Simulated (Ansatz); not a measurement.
# BaTe: energy along a strain

BaTe, Pm-3m, a = 4.262 Å (as given, not relaxed at this level: -3.3 GPa). This isn't the usual stable structure of the compound. Ansatz: LDA, PAW, 420 eV, Γ-centred 6×6×6 mesh on 2 atoms, Gaussian smearing 0.05 eV; no spin polarisation. Cell vectors (Å): 4.262 0.000 0.000; 0.000 4.262 0.000; 0.000 0.000 4.262. The cell is strained by x per cent times the pattern (0 0 1 0 0 0) in the order xx yy zz yz xz xy (engineering shears), with fractional coordinates held. y is the free energy over the start, V0 = 38.722 Å³/atom. Points with a strain past 8.5 % were computed too (3) and aren't used here.

```tsv
x (%)	y (meV/atom)
-7.50	?
-5.00	-16.66
-2.50	-14.40
0.00	0.00
2.50	25.25
5.00	60.23
7.50	103.95
```

Problem. Fit y = c1 x + c2 x² + c3 x³ to the other rows, get the stiffness along the pattern, and predict the missing energy.

Solution. Least squares on the rows shown. y = 7.9925 x + 0.87171 x² − 0.011947 x³. The clamped-ion stiffness p·C·p = 2 × 8.717 eV × 160.2 / 38.722 Å³ = 72 GPa, which is C33 in these axes (C11 of the cubic crystal) (second derivative at the start, which stands under stress). At x = -7.50 the fit asked for gives -5.87 meV/atom. The run gave -5.33 meV/atom, so the fit is 0.54 meV/atom too low, 0.45 % of the span of the series, against an rms of 0.03 meV/atom on the fitted rows. The row lies outside the fitted range. With a term in x⁴ added, a fit to the same known rows predicts -5.35 meV/atom, so most of the miss is curvature that the known rows already hold.